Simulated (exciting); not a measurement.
Wanted: the native input for an exciting (release sodium) run.

* Task: single point
* Functional: LDA
* Potentials or basis: all-electron LAPW+lo, shipped species files, valence relativity iora*
* rgkmax: 9
* k mesh: 12 × 12 × 12
* Occupations: gaussian, width 0.05 eV
* Spin: no spin polarisation
* outputlevel: normal
* gmaxvr (cutoff of density and potential): 14 1/bohr
* lmaxapw (and lmaxmat): 10
* lmaxvr: 8
* nempty: 12
* Valence relativity: iora*
* epsengy: 1e-05 Ha
* epspot: 1e-05 Ha
* maxscl: 60
* Muffin-tin radii: Tc 2.3 bohr

Crystal: Tc.

```xyz
1
Lattice="0.0000 1.9500 1.9500 1.9500 0.0000 1.9500 1.9500 1.9500 0.0000" Properties=species:S:1:pos:R:3 pbc="T T T"
Tc    0.0000    0.0000    0.0000
```

This isn't the form of Tc at room conditions, which is hcp.

The input as run:

input.xml

```xml
<input>
  <title>Tc</title>
  <structure speciespath="./" tshift="false">
    <crystal scale="1">
      <basevect>0.000000000000 3.684965943020 3.684965943020</basevect>
      <basevect>3.684965943020 0.000000000000 3.684965943020</basevect>
      <basevect>3.684965943020 3.684965943020 0.000000000000</basevect>
    </crystal>
    <species speciesfile="Tc.xml" rmt="2.3">
      <atom coord="0.000000000000 0.000000000000 0.000000000000"/>
    </species>
  </structure>
  <groundstate do="fromscratch" ngridk="12 12 12" rgkmax="9" gmaxvr="14" lmaxapw="10" lmaxmat="10" lmaxvr="8" xctype="LDA_PW" stype="Gaussian" swidth="0.00183747" nempty="12" ValenceRelativity="iora*" epsengy="1e-05" epspot="1e-05" maxscl="60" tforce="true" outputlevel="normal"/>
</input>
```

Potentials or basis: all-electron LAPW+lo, shipped species files, valence relativity iora*.

Command:

```console
$ OMP_NUM_THREADS=1 exciting_smp
```

It gave:

```json
{
  "Band gap on the k mesh": "none (metal or under the smearing width)",
  "All electrons inside the program's atomic spheres": "Tc 40.80 (radii Tc 2.3 bohr)"
}
```

Caveat: the log's total energy holds no entropy term; the free energy is that total less TS from the occupations.

Run time: 21 s on 1 thread of Arm Neoverse V1, with other jobs on the host, peak memory 0.09 GiB.
